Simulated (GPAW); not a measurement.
Pt:

```
CELL_PARAMETERS angstrom
2.74346 0.00000 0.00000
-0.91281 2.60623 0.00000
-0.91209 -1.27385 2.22409
ATOMIC_POSITIONS crystal
Pt 0.00000 0.00000 0.00000
```

This isn't the form of Pt at room conditions, which is fcc.

The cell isn't the ideal one: cell sheared at random, sigma 0.01, atoms nudged by 0.01 Å.

- Program: GPAW 26.7.0
- Task: relaxation of cell and atoms
- Functional: r2SCAN
- Potentials or basis: GPAW PAW data sets (gpaw-data 1.2.1)
- Cutoff: 600 eV
- Basis: pw
- k mesh: 7 × 7 × 7
- Occupations: fermi-dirac, width 0.05 eV
- Spin: no spin polarisation

At the start: pressure -6.2 GPa; volume 15.90 Å³/atom.

**Question.** How do energy, volume and symmetry change on relaxing?

**Answer.** Over 4 steps the energy falls by 9.7 meV/atom and the volume is 15.49 Å³/atom (-2.6 %); space group Im-3m (No. 229, to 0.05 Å).

Step by step:
| step | energy change (eV) | largest force (eV/Å) | pressure (GPa) | volume (Å³) |
| --- | --- | --- | --- | --- |
| 1 | 0.0000 | 0.0000 | -6.24 | 15.90 |
| 2 | -0.0090 | 0.0000 | 0.15 | 15.49 |
| 3 | -0.0094 | 0.0000 | 0.18 | 15.48 |
| 4 | -0.0097 | 0.0000 | 0.02 | 15.49 |

Final structure:
```xyz
1
Lattice="2.7207 0.0093 -0.0094 -0.8964 2.5683 -0.0089 -0.9164 -1.2701 2.2235" Properties=species:S:1:pos:R:3 pbc="T T T"
Pt    0.0000    0.0000    0.0000
```

Caveat: the k mesh is coarse (spacing up to 0.40 Å⁻¹), so the values aren't converged; later steps reuse the first step's grids; the PAW data sets were made with another functional, which shifts forces and pressure a little.
